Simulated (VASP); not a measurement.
Wanted: the native input for a VASP 6.6.1 run.

| Property | Result |
| --- | --- |
| Task | relaxation of cell and atoms |
| Functional | PBE |
| Dispersion | D3(BJ) |
| Potentials or basis | VASP PAW PBE potentials, release 64 (Pt, Se) |
| Cutoff | 600 eV |
| k mesh | 9 × 9 × 5 |
| Occupations | gaussian, width 0.03 eV |
| Spin | no spin polarisation |
| Further INCAR settings | ALGO = Normal; EDIFF = 1e-07; IBRION = 2; EDIFFG = -0.005; NSW = 90; ISIF = 3 |

The structure of PtSe2 (Sudovikovite) lies in POSCAR:

```
PtSe2                                   
1.0
    3.7698145520     -0.0000000000      0.0000000000
   -1.8849072760      3.2647551696      0.0000000000
   -0.0000000000      0.0000000000      4.8122564333
  Pt              Se            
     1     2
Direct
     0.0000000000000000    0.0000000000000000    0.0000000000000000
     0.3333333332999970    0.6666666667000030    0.2666359101060591
     0.6666666667000030    0.3333333332999970    0.7333640898939411
```

One way to write it, as run:

INCAR

```
ALGO = Normal
EDIFF = 1E-7
EDIFFG = -0.005
ENCUT = 600
GGA = PE
IBRION = 2
ISIF = 3
ISMEAR = 0
IVDW = 12
KPAR = 2
LASPH = True
LCHARG = False
LREAL = False
LWAVE = False
NELM = 80
NSW = 90
PREC = Accurate
SIGMA = 0.03
```

KPOINTS

```
k-points
0
Gamma
  9 9 5
```

Potentials or basis: VASP PAW PBE potentials, release 64 (Pt, Se).

Command:

```bash
$ cat potpaw_PBE.64/Pt/POTCAR potpaw_PBE.64/Se/POTCAR > POTCAR
$ mpirun -np 2 vasp_std > vasp.out
```

It gave:

```json
{"Relaxed volume": "19.76 Å³/atom", "Relaxed cell": "a = 3.768 Å, b = 3.768 Å, c = 4.820 Å, α = 90.00°, β = 90.00°, γ = 120.00°", "Space group after relaxing (to 0.05 Å)": "P-3m1 (No. 164)", "Energy gained by relaxing": "0.0 meV/atom", "Ionic steps": "5", "Pressure after relaxing": "0.0 GPa", "Largest force after relaxing": "0.004 eV/Å", "Band gap on the k mesh": "none (metal or under the smearing width)", "Dispersion energy per atom": "-0.491 eV"}
```

Caveat: pairwise dispersion overbinds metals, which lowers pressure and volume.

Run time: 72 s on 2 MPI ranks on AMD EPYC 9R14 (Zen 4), with other jobs on the host, peak memory 0.21 GiB a rank.
